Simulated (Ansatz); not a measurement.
# Rh(111) with 4 layers of random Rh-Pt, 2x2: scattering by chemical disorder

Aim: the residual resistivity of a random alloy, from Rh(111) with 4 layers of random Rh-Pt, 2x2 and longer regions.

Calculated with Ansatz 0.2.0; Ansatz plane-wave DFT, PBE, PAW files; ballistic transport by layer matching (Landauer), zero bias; PAW set soft_1.

## (1) Starting point

The cell holds 40 atoms: 32 Rh and 8 Pt. Cell: a = 5.378 Å, b = 5.378 Å, c = 22.012 Å, α = 93.5°, β = 86.5°, γ = 120.0°. It derives from Rh. Regions: lead, 24 atoms (24 Rh); scattering region, 16 atoms (8 Pt and 8 Rh). The structure is stacked along c, and the current runs across the ab planes.

## (2) With 4 alloy layers

In 4 layers a share of 0.5 of the sites is given to Pt at random. The layers about the cell's end stay perfect and serve as the lead. Disorder leaves little or no symmetry, which makes such runs dear. Energies from -0.05 to 0.05 eV in steps of 0.05 eV are too few for the program's thermal sum, so it prints no conductance; for a metal the transmission near the Fermi level serves, at a fraction of the cost.

The input, input.yaml:

```yaml
crystal:
  lattice:
    - [5.3783955991, 0.0, 0.0]
    - [-2.6891977995, 4.6578272204, 0.0]
    - [1.3445988998, -0.7763045367, 21.9572080876]
  atoms:
    - { symbol: Rh, position: [0.9916666667, 0.0083333333, 0.05] }
    - { symbol: Rh, position: [0.9916666667, 0.5083333333, 0.05] }
    - { symbol: Rh, position: [0.4916666667, 0.0083333333, 0.05] }
    - { symbol: Rh, position: [0.4916666667, 0.5083333333, 0.05] }
    - { symbol: Rh, position: [0.1416666667, 0.3583333333, 0.15] }
    - { symbol: Rh, position: [0.1416666667, 0.8583333333, 0.15] }
    - { symbol: Rh, position: [0.6416666667, 0.3583333333, 0.15] }
    - { symbol: Rh, position: [0.6416666667, 0.8583333333, 0.15] }
    - { symbol: Rh, position: [0.2916666667, 0.2083333333, 0.25] }
    - { symbol: Rh, position: [0.2916666667, 0.7083333333, 0.25] }
    - { symbol: Rh, position: [0.7916666667, 0.2083333333, 0.25] }
    - { symbol: Rh, position: [0.7916666667, 0.7083333333, 0.25] }
    - { symbol: Pt, position: [0.9416666667, 0.0583333333, 0.35] }
    - { symbol: Rh, position: [0.9416666667, 0.5583333333, 0.35] }
    - { symbol: Rh, position: [0.4416666667, 0.0583333333, 0.35] }
    - { symbol: Rh, position: [0.4416666667, 0.5583333333, 0.35] }
    - { symbol: Pt, position: [0.0916666667, 0.4083333333, 0.45] }
    - { symbol: Rh, position: [0.0916666667, 0.9083333333, 0.45] }
    - { symbol: Pt, position: [0.5916666667, 0.4083333333, 0.45] }
    - { symbol: Pt, position: [0.5916666667, 0.9083333333, 0.45] }
    - { symbol: Pt, position: [0.2416666667, 0.2583333333, 0.55] }
    - { symbol: Rh, position: [0.2416666667, 0.7583333333, 0.55] }
    - { symbol: Rh, position: [0.7416666667, 0.2583333333, 0.55] }
    - { symbol: Rh, position: [0.7416666667, 0.7583333333, 0.55] }
    - { symbol: Pt, position: [0.8916666667, 0.1083333333, 0.65] }
    - { symbol: Pt, position: [0.8916666667, 0.6083333333, 0.65] }
    - { symbol: Rh, position: [0.3916666667, 0.1083333333, 0.65] }
    - { symbol: Pt, position: [0.3916666667, 0.6083333333, 0.65] }
    - { symbol: Rh, position: [0.0416666667, 0.4583333333, 0.75] }
    - { symbol: Rh, position: [0.0416666667, 0.9583333333, 0.75] }
    - { symbol: Rh, position: [0.5416666667, 0.4583333333, 0.75] }
    - { symbol: Rh, position: [0.5416666667, 0.9583333333, 0.75] }
    - { symbol: Rh, position: [0.1916666667, 0.3083333333, 0.85] }
    - { symbol: Rh, position: [0.1916666667, 0.8083333333, 0.85] }
    - { symbol: Rh, position: [0.6916666667, 0.3083333333, 0.85] }
    - { symbol: Rh, position: [0.6916666667, 0.8083333333, 0.85] }
    - { symbol: Rh, position: [0.8416666667, 0.1583333333, 0.95] }
    - { symbol: Rh, position: [0.8416666667, 0.6583333333, 0.95] }
    - { symbol: Rh, position: [0.3416666667, 0.1583333333, 0.95] }
    - { symbol: Rh, position: [0.3416666667, 0.6583333333, 0.95] }
kpoints:
  mp_grid: { grid: [5, 5, 1] }
hamiltonian:
  xc: pbe
  pseudopotentials: { kind: paw, azcp: { folder: soft_1 } }
scf:
  occupations: { method: fermi_dirac, width: 0.1 }
output:
  transmission:
    leads: [[0, 4]]
    kmesh: [10, 10]
    e_range: [-0.05, 0.05]
    de: 0.05
  write_potential: true
  write_density: true
  volumetric_format: npy
```

On the command line:

```bash
$ ansatz run input.yaml --threads 8 --pin off --max-ram 15360MiB --backend cpu --events-out ev --progress --plain --runs-dir out
```

Numbers of over 12 decimals in the logs are rounded to 6 here.

The log of the run:

```text
Engine: ansatz 0.2.0, aarch64-unknown-linux-gnu
Pseudopotentials: kind: paw
Pseudopotential: Rh, paw, valence charge 17, recommended cutoff 420 eV (normal), soft_1/Rh.paw.azcp
Pseudopotential: Pt, paw, valence charge 18, recommended cutoff 420 eV (normal), soft_1/Pt.paw.azcp
Functional definition: PBE
  parameter kappa = 0.804
  parameter beta = 0.066725
  exchange = pbe_x(kappa = kappa, mu = beta*pi^2/3)
  correlation = pbe_c(beta = beta)
Crystal: 40 atoms, lattice volume = 550.064 Å³
Basis set: ecut = 420 eV, 10671 PW (Γ)
Bands: 413, of which v1, the nominal top of the filled ones, is band 344 counted from 1 (343 counted from 0)
Symmetry: 1 space group operations
Space group: P1 (ITA 1), of the structure as read, at distance tolerance 8.2e-5 Å
k-points: 13 of 25 (time reversal used)
Non-local potential: Rh, projectors of the file, l = 0: 3, l = 1: 2, l = 2: 2, l = 3: 1
Non-local potential: Pt, projectors of the file, l = 0: 3, l = 1: 2, l = 2: 2, l = 3: 1
PAW form: soft (Blöchl's): semilocal exchange-correlation on the pseudo side does not see the compensation charge
PAW one-centre angular grid: Rh, 590 points (default); XC on 64 Gauss nodes
PAW one-centre angular grid: Pt, 590 points (default); XC on 64 Gauss nodes
Initial density: superposition of atomic densities (chi_scale 0.1, normalization cell)
Initial wavefunctions: pseudopotential atomic-orbital guess
Functional: x = pbe(κ = 0.804, μ = 0.219515), c = pbe(β = 0.066725)
SCF iter   1: F=—  HF=-305113.285399 eV  |F-HF|=—  |Δ(HF+E_count)|=         —  Δρ=1.17e-1  dr2=6.47e2  ethr=3.10e-3  ⟨swp⟩=4.8  Hψ=15497  notcnv=0  defer=95
preconditioner: auto → Kerker (q_TF=auto, 2.832 Å⁻¹)  [metal: Δε(μ)=0.010 eV  Ē_g=7.029 eV  σ=0.100 eV  W_gap=0.02  n_scr=228 (ndim 8)  ℏωp=30.4 eV  f_vac=0.000  D(μ)=50.89/eV (n_scr^D=658)]
SCF iter   2: F=—  HF=-305096.936643 eV  |F-HF|=—  |Δ(HF+E_count)|=    1.63e1  Δρ=5.94e-2  dr2=2.48e2  ethr=3.10e-3  ⟨swp⟩=2.1  Hψ=9058  notcnv=0  defer=321
SCF iter   3: F=—  HF=-305091.930566 eV  |F-HF|=—  |Δ(HF+E_count)|=    5.01e0  Δρ=1.08e-2  dr2=2.72e0  ethr=3.10e-3  ⟨swp⟩=2.5  Hψ=8447  notcnv=0  defer=324
SCF iter   4: F=—  HF=-305091.790948 eV  |F-HF|=—  |Δ(HF+E_count)|=   1.40e-1  Δρ=3.98e-3  dr2=4.24e0  ethr=3.95e-4  ⟨swp⟩=1.8  Hψ=6142  notcnv=0  defer=325
SCF iter   5: F=—  HF=-305091.762894 eV  |F-HF|=—  |Δ(HF+E_count)|=   2.81e-2  Δρ=1.67e-3  dr2=5.49e-1  ethr=3.95e-4  ⟨swp⟩=1.0  Hψ=5024  notcnv=0  defer=325
SCF iter   6: F=—  HF=-305091.759316 eV  |F-HF|=—  |Δ(HF+E_count)|=   3.58e-3  Δρ=3.71e-4  dr2=1.32e-3  ethr=7.98e-5  ⟨swp⟩=1.0  Hψ=5024  notcnv=0  defer=325
SCF iter   7: F=—  HF=-305091.759271 eV  |F-HF|=—  |Δ(HF+E_count)|=   4.58e-5  Δρ=9.22e-5  dr2=9.41e-5  ethr=1.92e-7  ⟨swp⟩=2.0  Hψ=5921  notcnv=0  defer=325
SCF iter   8: F=—  HF=-305091.760199 eV  |F-HF|=—  |Δ(HF+E_count)|=   9.28e-4  Δρ=3.61e-5  dr2=1.23e-4  ethr=1.37e-8  ⟨swp⟩=2.2  Hψ=7998  notcnv=0  defer=325
SCF iter   9: F=—  HF=-305091.760198 eV  |F-HF|=—  |Δ(HF+E_count)|=   6.38e-7  Δρ=6.91e-6  dr2=1.16e-6  ethr=1.37e-8  ⟨swp⟩=1.0  Hψ=5024  notcnv=0  defer=325
SCF iter  10: F=-305091.760198 eV  HF=-305091.760198 eV  |F-HF|=8.15e-8  |Δ(HF+E_count)|=   1.99e-8  Δρ=1.90e-6  dr2=9.00e-8  ethr=1.45e-11  ⟨swp⟩=8.1  Hψ=13782  notcnv=0
SCF 1 converged in 10 iterations: F = -305091.760198 eV  dr2 = 9.00e-8
  greatest PAW one-centre occupation: 1.000 electrons in one spin orbital (limit 2), on the Pt atom at site 12 (counted from 0), in its partial waves of l = 0
transmission: 210 of 2028 steps passed
transmission: 408 of 2028 steps passed
[...]
transmission: 2028 of 2028 steps passed
SCF converged after 10 iterations
Free energy (F): -305091.760198 eV
Harris-Foulkes:  -305091.760198 eV  (|F-HF|=8.15e-8)
Internal energy: -305089.942910 eV  (E = F + TS)
E sigma→0 (E₀):  -305090.851554 eV
Entropy (-TS):   -1.817288 eV (-45.432 meV/atom)
Fermi energy:    23.233364 eV
--- Per-component energies (eV) ---
  E_band       = -3406.692518
  E_kinetic    = 22008.054934
  E_local      = -57847.564490  (includes V_loc(G=0)·N_el)
  E_nonlocal   = 11176.649401
  E_hartree    = 21676.620774
  E_xc         = -8335.063690
  E_vxc        = -10300.635429  (∫ρ·V_xc dr)
  E_paw        = -191182.846548  (= ΣΔE_a)
  E_vpaw       = -11796.461137  (= ΣTr[D̂ρ^β])
  E_aug_tail   = 0.011902  (compensation charges beyond the density's cutoff)
  E_ewald      = -102585.805192
  E_smearing   = -1.817288  (= −TS)
  E_closure    = 0.000000  (closes the sum)
  Σ components = -305091.760198   (vs F -305091.760198, Δ=0.00e0)
--- Band table (eV; the first three rows and the last of 13) ---
  k-point 0: bands = [... 340 lower, 23.7002, 23.7026, 23.7188, 23.7248, 23.7292, 23.7317, 23.7509, 23.7701, ... 65 higher]
  k-point 1: bands = [... 340 lower, 23.3863, 23.4064, 23.4178, 23.4360, 23.4484, 23.4708, 23.4881, 23.5189, ... 65 higher]
  k-point 2: bands = [... 340 lower, 22.6993, 22.7322, 22.7967, 22.8181, 22.8494, 22.9849, 23.0903, 23.1150, ... 65 higher]
  k-point 12: bands = [... 340 lower, 23.0844, 23.1213, 23.1419, 23.1975, 23.2243, 23.2411, 23.2556, 23.2773, ... 65 higher]
--- Transmission ---
  basis      : 211 plane waves across, 39 finite elements along
  points     : 52, standing for a mesh of 10 x 10
  energies   : 3 from -0.050000 to 0.050000 eV about the Fermi level, 0.050000 eV apart; the leads are filled to 0.000000 eV, and channels, transmission and decay are at 0.000000 eV
  crystal 0  : Rh4, at the sites [0, 4], period 2.1957 Å, over 13.17 Å; its Hamiltonian steps by up to 8.1 meV
    offset         : up to 0.0000 Å between an atom of the period and one for which it stands
    channels       : 7.200000e0 a spin
    conductance    : none, the energies end too early or step too widely for 300 K: set another output.transmission.e_range or a lower de, or, where they end at an eighth of basis.ecutwfc, a higher one
  junction   : crystal 0 to crystal 0, 0.70 to 20.46 Å
    transmission   : 5.767649e0 a spin
    conductance    : none, the energies end too early or step too widely for 300 K: set another output.transmission.e_range or a lower de, or, where they end at an eighth of basis.ecutwfc, a higher one
```

Wall time 4 min (8 threads of Arm Neoverse V2, shared host); peak memory 8.3 GiB; 23 min of CPU time.

Reading the cycles: dr2 is the Hartree energy of the density residual (eV), the measure of convergence; HF is the Harris–Foulkes estimate of the energy, which meets the free energy F at convergence.

Numbers from this step:

| Item | Value |
| --- | --- |
| free energy | -305091.7602 eV |
| energy at zero smearing | -305090.8516 eV |
| Fermi energy | 23.23 eV |
| cell area | 25.05 Å² |
| transmission per spin nearest the Fermi level | 5.768 |
| open channels per spin nearest the Fermi level | 7.2 |
| step of the lead's potential | 8.1 meV |

Per spin. Transmission, zone mean against energy, zero at the Fermi level:

| energy (eV) | transmission, zone mean |
| --- | --- |
| -0.0500 | 5.45 |
| 0.0000 | 5.77 |
| 0.0500 | 5.75 |

Per spin. Open channels, zone mean, lead against energy, zero at the Fermi level:

| energy (eV) | open channels, zone mean, lead |
| --- | --- |
| -0.0500 | 6.72 |
| 0.0000 | 7.2 |
| 0.0500 | 7.08 |

Transmission over k1 and k2. At 0.0000 eV from the Fermi level.

Ten even steps from '_' (4.4) to '@' (10.5):
```
......==..::..__--..
......::::......----
..--::______::--....
::..::..++++..::..::
::::..__++@@++__..::
::::..::..++++..::..
......--::______::--
..----......::::....
....--__..::..==....
..........::........
```
Columns: k1 (b1) from -0.5 to 0.4; rows upwards: k2 (b2) from -0.5 to 0.4.

Open channels over k1 and k2. At 0.0000 eV from the Fermi level.

Ten even steps from '_' (6.0) to '@' (12.0):
```
______**________**__
..__..----..__..****
..**--__..__--**..__
____--..++++..--____
____..__++@@++__..__
______--..++++..--__
..__..**--__..__--**
..****..__..----..__
____**________**____
____....______....__
```
Columns: k1 (b1) from -0.5 to 0.4; rows upwards: k2 (b2) from -0.5 to 0.4.

Over the solved energies the transmission per spin lies between 5.45 and 5.77, out of 7 channels of the lead on average (up to 7.2).

## (3) With 8 alloy layers

In 8 layers a share of 0.5 of the sites is given to Pt at random. A fresh draw is used; the growth of the resistance with length is what counts.

System of this step: Rh(111) with 8 layers of random Rh-Pt, 2x2. The cell holds 56 atoms: 40 Rh and 16 Pt. Cell: a = 5.378 Å, b = 5.378 Å, c = 30.779 Å, α = 87.5°, β = 92.5°, γ = 120.0°. It derives from Rh. Regions: lead, 24 atoms (24 Rh); scattering region, 32 atoms (16 Rh and 16 Pt). The structure is stacked along c, and the current runs across the ab planes.

The input, input.yaml:

```yaml
crystal:
  lattice:
    - [5.3783955991, 0.0, 0.0]
    - [-2.6891977995, 4.6578272204, 0.0]
    - [-1.3445988998, 0.7763045367, 30.7400913226]
  atoms:
    - { symbol: Rh, position: [0.005952381, 0.994047619, 0.0357142857] }
    - { symbol: Rh, position: [0.005952381, 0.494047619, 0.0357142857] }
    - { symbol: Rh, position: [0.505952381, 0.994047619, 0.0357142857] }
    - { symbol: Rh, position: [0.505952381, 0.494047619, 0.0357142857] }
    - { symbol: Rh, position: [0.1845238095, 0.3154761905, 0.1071428571] }
    - { symbol: Rh, position: [0.1845238095, 0.8154761905, 0.1071428571] }
    - { symbol: Rh, position: [0.6845238095, 0.3154761905, 0.1071428571] }
    - { symbol: Rh, position: [0.6845238095, 0.8154761905, 0.1071428571] }
    - { symbol: Rh, position: [0.3630952381, 0.1369047619, 0.1785714286] }
    - { symbol: Rh, position: [0.3630952381, 0.6369047619, 0.1785714286] }
    - { symbol: Rh, position: [0.8630952381, 0.1369047619, 0.1785714286] }
    - { symbol: Rh, position: [0.8630952381, 0.6369047619, 0.1785714286] }
    - { symbol: Rh, position: [0.0416666667, 0.9583333333, 0.25] }
    - { symbol: Rh, position: [0.0416666667, 0.4583333333, 0.25] }
    - { symbol: Rh, position: [0.5416666667, 0.9583333333, 0.25] }
    - { symbol: Pt, position: [0.5416666667, 0.4583333333, 0.25] }
    - { symbol: Pt, position: [0.2202380952, 0.2797619048, 0.3214285714] }
    - { symbol: Rh, position: [0.2202380952, 0.7797619048, 0.3214285714] }
    - { symbol: Pt, position: [0.7202380952, 0.2797619048, 0.3214285714] }
    - { symbol: Rh, position: [0.7202380952, 0.7797619048, 0.3214285714] }
    - { symbol: Pt, position: [0.3988095238, 0.1011904762, 0.3928571429] }
    - { symbol: Pt, position: [0.3988095238, 0.6011904762, 0.3928571429] }
    - { symbol: Rh, position: [0.8988095238, 0.1011904762, 0.3928571429] }
    - { symbol: Pt, position: [0.8988095238, 0.6011904762, 0.3928571429] }
    - { symbol: Rh, position: [0.0773809524, 0.9226190476, 0.4642857143] }
    - { symbol: Rh, position: [0.0773809524, 0.4226190476, 0.4642857143] }
    - { symbol: Rh, position: [0.5773809524, 0.9226190476, 0.4642857143] }
    - { symbol: Pt, position: [0.5773809524, 0.4226190476, 0.4642857143] }
    - { symbol: Pt, position: [0.255952381, 0.244047619, 0.5357142857] }
    - { symbol: Pt, position: [0.255952381, 0.744047619, 0.5357142857] }
    - { symbol: Pt, position: [0.755952381, 0.244047619, 0.5357142857] }
    - { symbol: Pt, position: [0.755952381, 0.744047619, 0.5357142857] }
    - { symbol: Rh, position: [0.4345238095, 0.0654761905, 0.6071428571] }
    - { symbol: Rh, position: [0.4345238095, 0.5654761905, 0.6071428571] }
    - { symbol: Pt, position: [0.9345238095, 0.0654761905, 0.6071428571] }
    - { symbol: Pt, position: [0.9345238095, 0.5654761905, 0.6071428571] }
    - { symbol: Pt, position: [0.1130952381, 0.8869047619, 0.6785714286] }
    - { symbol: Rh, position: [0.1130952381, 0.3869047619, 0.6785714286] }
    - { symbol: Rh, position: [0.6130952381, 0.8869047619, 0.6785714286] }
    - { symbol: Rh, position: [0.6130952381, 0.3869047619, 0.6785714286] }
    - { symbol: Rh, position: [0.2916666667, 0.2083333333, 0.75] }
    - { symbol: Rh, position: [0.2916666667, 0.7083333333, 0.75] }
    - { symbol: Pt, position: [0.7916666667, 0.2083333333, 0.75] }
    - { symbol: Pt, position: [0.7916666667, 0.7083333333, 0.75] }
    - { symbol: Rh, position: [0.4702380952, 0.0297619048, 0.8214285714] }
    - { symbol: Rh, position: [0.4702380952, 0.5297619048, 0.8214285714] }
    - { symbol: Rh, position: [0.9702380952, 0.0297619048, 0.8214285714] }
    - { symbol: Rh, position: [0.9702380952, 0.5297619048, 0.8214285714] }
    - { symbol: Rh, position: [0.1488095238, 0.8511904762, 0.8928571429] }
    - { symbol: Rh, position: [0.1488095238, 0.3511904762, 0.8928571429] }
    - { symbol: Rh, position: [0.6488095238, 0.8511904762, 0.8928571429] }
    - { symbol: Rh, position: [0.6488095238, 0.3511904762, 0.8928571429] }
    - { symbol: Rh, position: [0.3273809524, 0.1726190476, 0.9642857143] }
    - { symbol: Rh, position: [0.3273809524, 0.6726190476, 0.9642857143] }
    - { symbol: Rh, position: [0.8273809524, 0.1726190476, 0.9642857143] }
    - { symbol: Rh, position: [0.8273809524, 0.6726190476, 0.9642857143] }
kpoints:
  mp_grid: { grid: [5, 5, 1] }
hamiltonian:
  xc: pbe
  pseudopotentials: { kind: paw, azcp: { folder: soft_1 } }
scf:
  occupations: { method: fermi_dirac, width: 0.1 }
output:
  transmission:
    leads: [[0, 4]]
    kmesh: [10, 10]
    e_range: [-0.05, 0.05]
    de: 0.05
  write_potential: true
  write_density: true
  volumetric_format: npy
```

The log of the run:

```text
[...]
Crystal: 56 atoms, lattice volume = 770.090 Å³
Basis set: ecut = 420 eV, 14937 PW (Γ)
Bands: 581, of which v1, the nominal top of the filled ones, is band 484 counted from 1 (483 counted from 0)
Symmetry: 1 space group operations
[...]
k-points: 13 of 25 (time reversal used)
[...]
SCF iter   1: F=—  HF=-456544.196113 eV  |F-HF|=—  |Δ(HF+E_count)|=         —  Δρ=1.23e-1  dr2=2.70e3  ethr=3.10e-3  ⟨swp⟩=4.8  Hψ=21925  notcnv=0  defer=211
[...]
SCF iter  12: F=-456511.981728 eV  HF=-456511.981728 eV  |F-HF|=1.07e-8  |Δ(HF+E_count)|=   5.12e-9  Δρ=2.67e-7  dr2=1.09e-8  ethr=1.03e-11  ⟨swp⟩=8.1  Hψ=18419  notcnv=0
SCF 1 converged in 12 iterations: F = -456511.981728 eV  dr2 = 1.09e-8
[...]
transmission: 294 of 2860 steps passed
transmission: 579 of 2860 steps passed
[...]
transmission: 2860 of 2860 steps passed
SCF converged after 12 iterations
Free energy (F): -456511.981728 eV
[...]
Internal energy: -456509.326185 eV  (E = F + TS)
E sigma→0 (E₀):  -456510.653957 eV
Entropy (-TS):   -2.655543 eV (-47.420 meV/atom)
Fermi energy:    23.577314 eV
[...]
--- Band table (eV; the first three rows and the last of 13) ---
  k-point 0: bands = [... 480 lower, 24.0327, 24.0427, 24.0543, 24.0618, 24.0688, 24.0712, 24.0772, 24.1235, ... 93 higher]
  k-point 1: bands = [... 480 lower, 23.7217, 23.7329, 23.7495, 23.7528, 23.7657, 23.7724, 23.7831, 23.8035, ... 93 higher]
  k-point 2: bands = [... 480 lower, 23.1311, 23.1529, 23.2164, 23.2498, 23.2541, 23.3747, 23.4047, 23.4832, ... 93 higher]
  k-point 12: bands = [... 480 lower, 23.4581, 23.4818, 23.4970, 23.5433, 23.5749, 23.5937, 23.6041, 23.6107, ... 93 higher]
--- Transmission ---
  basis      : 211 plane waves across, 55 finite elements along
  points     : 52, standing for a mesh of 10 x 10
[...]
channels       : 7.200000e0 a spin
[...]
junction   : crystal 0 to crystal 0, 0.70 to 29.24 Å
    transmission   : 5.095248e0 a spin
[...]
```

The job ended after 7.5 min (8 threads; peak memory 8.2 GiB).

Numbers from this step:

```yaml
free_energy: -456511.9817 eV
energy_at_zero_smearing: -456510.6540 eV
fermi_energy: 23.58 eV
transmission_per_spin_nearest_the_fermi_level: 5.095
step_of_the_lead_s_potential: 7.2 meV
```

Per spin. The transmission, zone mean by energy, zero at the Fermi level:

| energy (eV) | transmission, zone mean |
| --- | --- |
| -0.0500 | 4.96 |
| 0.0000 | 5.10 |
| 0.0500 | 5.04 |

Over the solved energies the transmission per spin lies between 4.96 and 5.10, out of 7 channels of the lead on average (up to 7.2).

[end of part 1 of 2]

[Logs are printed without paths, hosts, clocks, repeated set-up lines and the standing remarks that a program may print on its own settings, such as how far it seeks lower states.]

[Hosts, paths, dates, database ids (printed as entryN), source tags and the programs' standing remarks are cut or masked in the printed files.]
